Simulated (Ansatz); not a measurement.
**Molecular dynamics of SrTiO₃**

Input:

```yaml
accuracy: low
crystal:
  lattice:
    - [5.52233, 0.0, 0.0]
    - [0.0, 5.52233, 0.0]
    - [0.0, 0.0, 7.845264]
  atoms:
    - { symbol: Sr, position: [-0.01299158, 0.54989, 0.2432458] }
    - { symbol: Sr, position: [0.49787759, -0.03001462, 0.27883278] }
    - { symbol: Ti, position: [-0.00353216, 0.03033542, 0.01004216] }
    - { symbol: Ti, position: [-0.00020288, -0.01506801, 0.52910644] }
    - { symbol: O, position: [0.77053165, 0.20812728, 0.48255181] }
    - { symbol: O, position: [0.20747887, 0.21523099, -0.0520513] }
    - { symbol: O, position: [0.32713188, 0.12002091, 0.53578161] }
    - { symbol: O, position: [0.74142935, 0.27073584, 0.00348387] }
    - { symbol: O, position: [0.00649038, -0.06203266, 0.75659942] }
    - { symbol: O, position: [0.04598459, 0.02527029, 0.24174527] }
    - { symbol: Sr, position: [0.48347493, -0.06471263, 0.76031159] }
    - { symbol: Sr, position: [-0.02116931, 0.55115619, 0.73770479] }
    - { symbol: Ti, position: [0.49110749, 0.49559399, 0.52366086] }
    - { symbol: Ti, position: [0.51711793, 0.51403676, 0.00700278] }
    - { symbol: O, position: [0.26582134, 0.74101385, 0.01865384] }
    - { symbol: O, position: [0.71613362, 0.76986877, 0.51591433] }
    - { symbol: O, position: [0.78380644, 0.72654889, -0.01326599] }
    - { symbol: O, position: [0.1636245, 0.65596003, 0.45778564] }
    - { symbol: O, position: [0.4898407, 0.48081338, 0.26460014] }
    - { symbol: O, position: [0.49179434, 0.45589127, 0.74263076] }
basis:
  ecutwfc: 420.0
kpoints:
  mp_grid: { grid: [3, 3, 2] }
hamiltonian:
  xc: pbe
  pseudopotentials: { kind: paw, azcp: { folder: soft_1 } }
scf:
  occupations: { method: fermi_dirac, width: 0.24 }
  lower_state_search: "off"
md:
  timestep: 1
  n_steps: 160
  ensemble: nvt_langevin
  temperature: 2240.0
  initial_velocities: maxwell_boltzmann
  seed: 621658
  friction: 0.02
  temperature_schedule:
    - { n_steps: 120, end_temperature: 300.0 }
    - { n_steps: 40, end_temperature: 300.0 }
```

Launched with:

```bash
$ ansatz run input.yaml --threads 2 --pin off --max-ram 5120MiB --backend cpu --events-out ev --progress --plain --runs-dir out
```

It goes on from the last frame of an earlier run, with new velocities.

Output, in part (step lines):

```
md step     0: t =     0.00 fs  T =  2128.0 K (target 2240.0 K)  F+E_penalty+E_count = -31011.66778714 eV  E_kin = 5.501306 eV  (10 SCF iters)
md step     1: t =     1.00 fs  T =  2398.3 K (target 2231.9 K)  F+E_penalty+E_count = -31011.80085961 eV  E_kin = 6.199995 eV  (7 SCF iters)
md step     2: t =     2.00 fs  T =  2564.3 K (target 2215.8 K)  F+E_penalty+E_count = -31011.92111867 eV  E_kin = 6.629347 eV  (7 SCF iters)
md step     3: t =     3.00 fs  T =  2758.0 K (target 2199.6 K)  F+E_penalty+E_count = -31012.05186707 eV  E_kin = 7.129900 eV  (7 SCF iters)
md step     4: t =     4.00 fs  T =  2969.9 K (target 2183.4 K)  F+E_penalty+E_count = -31012.17719211 eV  E_kin = 7.677886 eV  (7 SCF iters)
md step     5: t =     5.00 fs  T =  2749.3 K (target 2167.2 K)  F+E_penalty+E_count = -31012.23195810 eV  E_kin = 7.107614 eV  (5 SCF iters)
md step     6: t =     6.00 fs  T =  2636.4 K (target 2151.1 K)  F+E_penalty+E_count = -31012.25632530 eV  E_kin = 6.815499 eV  (6 SCF iters)
md step     7: t =     7.00 fs  T =  2700.8 K (target 2134.9 K)  F+E_penalty+E_count = -31012.28490044 eV  E_kin = 6.981983 eV  (6 SCF iters)
[... lines left out ...]
md step   159: t =   159.00 fs  T =   620.1 K (target 300.0 K)  F+E_penalty+E_count = -31015.70833462 eV  E_kin = 1.603211 eV  (4 SCF iters)
md step   160: t =   160.00 fs  T =   641.1 K (target 300.0 K)  F+E_penalty+E_count = -31015.73674856 eV  E_kin = 1.657436 eV  (7 SCF iters)
```

The steps, from the saved trajectory:

| time (fs) | T (K) | potential energy less start (eV) |
| --- | --- | --- |
| 0 | 2128 | 0.000 |
| 5 | 2749 | -0.564 |
| 10 | 2622 | -0.504 |
| 15 | 2205 | -0.217 |
| 20 | 2373 | -0.096 |
| 25 | 2478 | -0.660 |
| 30 | 2880 | -1.736 |
| 35 | 3075 | -2.069 |
| 40 | 2334 | -0.854 |
| 45 | 1952 | 0.133 |
| 50 | 1837 | 0.050 |
| 55 | 1913 | -0.237 |
| 60 | 2305 | -1.053 |
| 65 | 2464 | -2.127 |
| 70 | 2592 | -3.057 |
| 75 | 2128 | -3.024 |
| 80 | 1793 | -2.387 |
| 85 | 1512 | -2.349 |
| 90 | 1544 | -2.809 |
| 95 | 1317 | -2.858 |
| 100 | 1019 | -2.894 |
| 105 | 1114 | -3.086 |
| 110 | 1168 | -3.291 |
| 115 | 1053 | -3.508 |
| 120 | 966 | -3.679 |
| 125 | 976 | -3.762 |
| 130 | 869 | -3.915 |
| 135 | 972 | -4.073 |
| 140 | 840 | -4.051 |
| 145 | 716 | -3.984 |
| 150 | 702 | -4.001 |
| 155 | 626 | -3.997 |
| 160 | 641 | -4.069 |

All steps were run. The schedule's set-point averaged 464 K over the second half and the system 1043 K, so it lags behind the ramp. A run of 0.16 ps of so small a system gives no equilibrium averages. Limits of this set-up: low accuracy level.

Mean squared displacements from the first frame to the last, about the centre of mass: Sr 0.19 Å², Ti 0.07 Å², O 0.34 Å².

Last frame:

```xyz
20
Lattice="5.5223 0.0000 0.0000 0.0000 5.5223 0.0000 0.0000 0.0000 7.8453" Properties=species:S:1:pos:R:3
Sr -0.076 2.502 2.072
Sr 2.729 -0.265 1.998
Ti -0.018 -0.209 -0.154
Ti -0.025 -0.369 3.783
O 4.244 1.148 4.037
O 1.357 0.999 0.127
O 1.403 1.192 3.572
O 4.317 1.176 -0.154
O 0.234 0.075 5.943
O -0.071 -0.644 1.961
Sr 2.924 -0.064 5.790
Sr -0.024 2.452 6.070
Ti 2.594 2.582 3.956
Ti 2.688 2.509 0.061
O 1.385 3.820 0.053
O 4.208 3.772 4.064
O 3.942 4.004 -0.224
O 1.595 4.077 3.817
O 2.920 2.323 1.811
O 2.397 2.292 5.902
```

Run time: 23 min on 2 threads of Intel(R) Xeon(R) Platinum 8259CL CPU @ 2.50GHz (Skylake/Cascade Lake) (shared host), peak memory 1 GiB.
